# Whose cell is it? Five functionals pull on AlN

The pressure in a fixed cell is the stiffness of the crystal times the misfit of the cell. If a functional prefers an edge that differs from the imposed edge $a$ by $\Delta a$, then for small misfits

$$P \approx 3B\,\frac{\Delta a}{a},$$

where $B$ is the bulk modulus and the factor 3 counts the three directions in which the volume changes. For AlN, $B$ is roughly 200 GPa, so one per cent of edge is worth about 6 GPa. A negative pressure means that the functional wants a smaller cell.

Ansatz 0.2.0, hybrid density functionals and Hartree-Fock with plane waves and PAW, for AlN (space group P6_3mc, 4 atoms per cell), spin-unpolarised, on a 6×6×4 k mesh. Every row uses the same fixed cell and atoms, from the r2SCAN geometry. Pressure and stress are positive in compression.

| functional | wave cutoff | pressure (GPa) | stress xx (GPa) | stress zz (GPa) |
| --- | --- | --- | --- | --- |
| DDH-PBE0 | 420 eV | -0.100 | 0.000 | -0.300 |
| HSE06 | 420 eV | -0.600 | -0.500 | -0.800 |
| Hartree-Fock | 420 eV | -1.500 | -1.500 | -1.400 |
| PBE0 | 420 eV | -0.700 | -0.600 | -0.900 |
| r2SCAN0 | 500 eV | -3.300 | -3.300 | -3.400 |

All five computed pressures are negative, that of DDH-PBE0 only barely, and they differ widely in size. PBE0, at −0.7 GPa, asks for edges about 0.1 % shorter, and r2SCAN0, at −3.3 GPa, for edges about 0.55 % shorter. Both replace the same quarter of their approximate exchange by exact exchange. Hartree-Fock, which uses exact exchange throughout, stands between them at −1.5 GPa. The amount of exact exchange therefore does not set the order by itself.

## Two contributions

The atoms sit where r2SCAN, the parent of r2SCAN0, puts them. This suggests splitting the pressure of a hybrid functional into two parts:

$$P_\text{hybrid} = P_\text{parent} + x\,S .$$

Here $P_\text{parent}$ is the pressure that the functional would give in this cell without exact exchange, $x$ is the exchange fraction, and $S$ is the pressure change on going to full exact exchange. The first part depends on whose cell it is, the second on what exact exchange does to the bonds.

For a crystal like this one, $S$ is expected to be negative. In an approximate functional each electron partly repels itself, which spreads the valence density around nitrogen too far. Exact exchange removes this self-repulsion in proportion to its share. The nitrogen ions become more compact, their overlap with the neighbours costs less, and the atoms can move closer together. PBE exchange has a further bias: in solids it rewards steep density gradients too strongly, and these grow as the atoms separate. Replacing a quarter of it by exact exchange weakens that bias.

The calculation shows the sign directly in one pair of rows. DDH-PBE0 and PBE0 are the same functional except for the exchange fraction, which DDH-PBE0 sets to the inverse of the dielectric constant. The smaller gap of DDH-PBE0 indicates that its fraction lies a little below a quarter. Going from it to PBE0 lowers the stress in the basal plane (stress xx) and along the hexagonal axis (stress zz) by the same 0.58 GPa. The extra exchange squeezes the cell evenly, so a single pressure describes its effect.

## PBE0: a near cancellation

The same pair gives an estimate of where PBE itself would stand. If gap and pressure both change in proportion to the exchange fraction, the gap can serve as a ruler for the fraction. From DDH-PBE0 to PBE0 the gap widens from 6.09 to 6.33 eV while the pressure falls by 0.58 GPa. The PBE gap in this cell is roughly 4.2 eV, a recalled value, so the way back from PBE0 to PBE is about nine times as long as the step between the two rows:

$$P_\text{PBE} \approx -0.71 + 0.58\times\frac{6.33-4.2}{6.33-6.09} \approx 4.4\ \text{GPa}.$$

PBE would thus push outwards by 4 to 5 GPa, and a quarter of exact exchange pulls back by about 5. On this estimate, the modest pressure of PBE0 is what remains of two larger contributions. The long lever has a price: an error of 0.1 GPa in the difference between the two rows becomes 0.9 GPa in the result, and the stresses are only loosely converged.

A second route avoids the gaps. PBE is known to make the edges of AlN roughly 0.7 % longer than r2SCAN does. By the opening formula this is worth $3\times200\times0.007 = 4.2$ GPa of outward pressure. The two routes agree as well as such rough inputs allow.

DDH-PBE0 fits the same picture: with slightly less exact exchange than PBE0, its inward pull nearly balances the outward push of PBE. The line was drawn through this row, however, so its small pressure does not test the line. A pressure near zero means agreement with the r2SCAN cell, which is a different thing from agreement with a measured crystal. An incomplete plane-wave basis also tends to add some inward stress, so neither the size nor the sign of so small a pressure at 420 eV should be trusted.

## r2SCAN0: the pull without a counterweight

For r2SCAN0 the first contribution should be close to zero, because the cell is that of its own parent. Nothing then opposes the exact exchange, and its inward pull appears almost bare. This would explain why r2SCAN0 pulls much harder than PBE0 with no more exact exchange. Its higher cutoff is an unlikely cause, since a better basis normally weakens a spurious inward stress.

The model gets the order right but exaggerates the size. With the exchange shift found for the PBE family, r2SCAN0 should stand at −5.1 GPa; the calculation gives −3.3 GPa, so the estimate is too strong by more than half of the computed value. This row had no part in setting up the line. A plausible guess is that the exchange part of r2SCAN already responds to volume more like exact exchange does, so that replacing a quarter of it changes less.

That r2SCAN0 has the lowest pressure of the five does not hinge on the exact choice of cell. A slightly larger cell would move all five pressures down by similar amounts, because the functionals should give the crystal similar stiffness. The differences between the rows would largely survive, and only the zero would shift. On this account, what mainly separates PBE0 from r2SCAN0 is that their parents prefer different volumes; stresses computed with the parents themselves would test it.

## Hartree-Fock: the other half is gone

Hartree-Fock looks like the far end of the PBE0 line, with $x=1$. On that line it would stand near $4.4-4\times5.1\approx-16$ GPa, about eleven times its computed pressure. A likely main reason for the miss is correlation: the line keeps the correlation energy of PBE, while Hartree-Fock has none. Correlation lets electrons avoid one another, and it gains more energy when they are packed more densely. It therefore pulls inwards, and dropping it lets the crystal expand.

The uniform electron gas shows how strong this pull may be. Let $N=16$ valence electrons fill the cell volume $V$ evenly, with $r_s$ the radius of the sphere that holds one electron and $\varepsilon_c$ the correlation energy per electron. The correlation pressure is then

$$P_c = -\frac{N}{3V}\,r_s\frac{d\varepsilon_c}{dr_s}.$$

At the mean density of AlN this comes to roughly −12 GPa, the same order as the overshoot of the line.

Taking this pull away brings the estimate for Hartree-Fock from −16 to about −4 GPa, against a computed −1.5 GPa. The remaining error exceeds the computed pressure itself, as happens easily when two large numbers nearly cancel. The analogy can be trusted for the sign and perhaps for the order of magnitude, but no further: in AlN the electrons crowd around nitrogen and are separated from the empty states by a wide gap, whereas the gas is even and metallic. It makes plausible that the missing correlation undoes most of the contraction, but it is too coarse to fix the place of Hartree-Fock in the order: the estimate of −4 GPa would lie below even the computed −3.3 GPa of r2SCAN0.

## Why the gap is a poor guide

The gap could serve as a ruler only because PBE, DDH-PBE0 and PBE0 differ in nothing but the exchange fraction. HSE06 shows what happens otherwise. It keeps the quarter of exact exchange at short range and drops it at long range. Compared with PBE0 this narrows the gap by 0.73 eV but changes the pressure by only 0.07 GPa, too little to rank the two at this convergence.

The reason lies in what each quantity measures. The gap compares filled with empty states, and long-range exchange moves these apart. The pressure depends on how the total energy of the crystal changes with volume, and the empty states have no part in that energy. The comparison shows that, for the pressure here, it hardly matters whether the long-range part of this quarter is exact exchange or PBE exchange. In this cell the pressures are thus best read through the volume that the parent prefers, the amount of short-range exact exchange, and the presence or absence of correlation.

The printed output below holds the straight line drawn through DDH-PBE0 and PBE0, its extension to r2SCAN0 and Hartree-Fock, and the electron-gas estimate.

The analysis program printed:

```
Finer values and rough edge change:
           row  pressure GPa  gap eV  xx less zz GPa  edge change percent
      DDH-PBE0        -0.134   6.086          0.2662             -0.02234
         HSE06       -0.6434   5.599          0.2884              -0.1072
  Hartree-Fock        -1.479   13.55         -0.1622              -0.2466
          PBE0       -0.7135   6.326          0.2707              -0.1189
       r2SCAN0          -3.3   6.741          0.1295              -0.5501
PBE0 less DDH-PBE0 pressure in GPa: -0.5794
PBE0 less DDH-PBE0 stress xx in GPa: -0.5779
PBE0 less DDH-PBE0 stress zz in GPa: -0.5824
PBE0 less DDH-PBE0 gap in eV: 0.2394
PBE0 less HSE06 pressure in GPa: -0.07005
PBE0 less HSE06 gap in eV: 0.7268
Estimated exchange fraction of DDH-PBE0: 0.2218
Estimated PBE pressure in this cell in GPa: 4.431
Same with PBE gap 4.0 eV in GPa: 4.915
Same with PBE gap 4.4 eV in GPa: 3.947
Magnification of an error in the pressure difference: 8.879
PBE pressure from edges longer by 0.7 percent in GPa: 4.2
Estimated shift by 25 percent exact exchange on PBE in GPa: -5.144
r2SCAN0 predicted from zero with the PBE shift in GPa: -5.144
Miss of that prediction for r2SCAN0 in GPa: -1.844
Mean valence density radius rs in bohr: 1.612
Line extended to full exchange with PBE correlation in GPa: -16.15
Uniform gas correlation pressure in GPa: -12.1
Full exchange without correlation in GPa: -4.051
Miss of that estimate for Hartree-Fock in GPa: -2.572
```
